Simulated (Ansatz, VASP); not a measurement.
# HfSi3: VASP beside Ansatz

The input INCAR:

```
ALGO = Normal ; EDIFF = 1E-6
ENCUT = 520 ; GGA = PS
ISIF = 2 ; ISMEAR = 0
LASPH = True ; LCHARG = False
LREAL = False ; LWAVE = False
NBANDS = 19 ; NELM = 80
PREC = Accurate ; SIGMA = 0.05
```

Contents of KPOINTS:

```
k-points
0
Gamma
  8 8 8
```

The input POSCAR:

```
HfSi3
1.0
    3.9575171125      0.0000000000      0.0000000000
    0.0000000000      3.9575171125      0.0000000000
    0.0000000000      0.0000000000      3.9575171125
Hf Si
1 3
Direct
    0.0000000000      0.0000000000      0.0000000000
    0.0000000000      0.5000000000      0.5000000000
    0.5000000000      0.5000000000      0.0000000000
    0.5000000000      0.0000000000      0.5000000000
```

Input for Ansatz:

```yaml
crystal:
  lattice:
    - [3.9575171125, 0.0, 0.0]
    - [0.0, 3.9575171125, 0.0]
    - [0.0, 0.0, 3.9575171125]
  atoms:
    - { symbol: Hf, position: [0.0, 0.0, 0.0] }
    - { symbol: Si, position: [0.0, 0.5, 0.5] }
    - { symbol: Si, position: [0.5, 0.5, 0.0] }
    - { symbol: Si, position: [0.5, 0.0, 0.5] }
basis:
  ecutwfc: 420
  ecutrho_ratio: 4
kpoints:
  mp_grid: { grid: [8, 8, 8] }
hamiltonian:
  xc: pbesol
scf:
  occupations: { method: gaussian, width: 0.05 }
output:
  forces: true
  stress: true
  eigenvalues: true
```

Alike in both runs: task single point; functional PBEsol; k mesh 8 × 8 × 8; occupations gaussian, width 0.05 eV; no spin polarisation.

```csv
,VASP,Ansatz
version,VASP 6.6.1,Ansatz 0.2.0
potentials or method,"VASP PAW PBE potentials, release 64 (Hf_pv, Si)","scalar-relativistic, plane waves, PAW"
plane-wave cutoff (eV),520,420
valence electrons in the cell,22,38
```

Ansatz gave:

- gap on the k mesh at the Fermi level (eV): none
- pressure (GPa): -2.4

Question: Which values does VASP return?

Answer: gap on the k mesh at the Fermi level (eV): none; pressure (GPa): -2.5.

A gap of «none» marks a metal or a gap that the smearing closes. The two sets of potentials don't hold the same shells in valence.

Caveats: the PAW data sets were made with another functional, which shifts forces and pressure a little (VASP). Spin-orbit coupling is left out, which matters for the levels of Hf.
